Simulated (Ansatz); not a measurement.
An input for Ansatz 0.2.0 (Re):

File input.yaml:

```yaml
crystal:
  lattice:
    - [-0.011774, 2.023275, 1.965767]
    - [1.910221, 0.037529, 1.916464]
    - [3.965392, 4.092894, -0.069892]
  atoms:
    - { symbol: Re, position: [0.986542, 0.010466, 0.005363], spin: 1.0, spin_axis: [0.707107, 0.707107, 0.0] }
    - { symbol: Re, position: [0.986542, 0.010466, 0.505363], spin: 1.0, spin_axis: [-0.707107, -0.707107, 0.0] }
kpoints:
  mp_grid: { grid: [11, 12, 6] }
scf:
  occupations: { method: methfessel_paxton, width: 0.1 }
hamiltonian:
  xc: blyp
  dispersion: d4
  pseudopotentials: { kind: all_electron, lapw: { basis_error: 0.001 } }
magnetization:
  noncollinear: true
  spin_orbit: true
output:
  forces: true
  stress: true
relax:
  f_tol: 0.02
  max_steps: 60
  cell: {}
```

Potentials or basis: all-electron LAPW, relativistic spinors.

Run with:

```console
$ ansatz run input.yaml --threads 1 --pin off --max-ram 3072MiB --backend cpu --events-out ev --progress --plain --runs-dir out
```

Question: How does this run end?

Answer: The run stopped without a result. It printed:

Output:

```text
[... 16 lines left out ...]
Error: memory limit exceeded: the `scf loop` phase needs 4.28 GiB against the run's memory maximum of 3.00 GiB; largest carriers: full-potential states 2.30 GiB, wavefunctions 1.05 GiB, full-potential basis 0.40 GiB, unmodelled-tail allowance 0.28 GiB, density mixer 0.09 GiB; a smaller basis.ecutwfc or, where none is typed, a larger hamiltonian.pseudopotentials.lapw.basis_error lowers the `full-potential` rows, and so do fewer k-points and bands; a later phase of this entry needs more than this one; wavefunction blocks cannot be spilled: the run varies the cell
with nothing else changed it takes a maximum of at least 4.28 GiB, with nothing to spare, and 4.71 GiB leaves up to a tenth: --max-ram 4.71GiB where that set the maximum, else more of the term that did, and with no share typed, where 4.71 GiB is over 0.88 of the host's memory or its container's limit, a share of 0.88 or more that
```
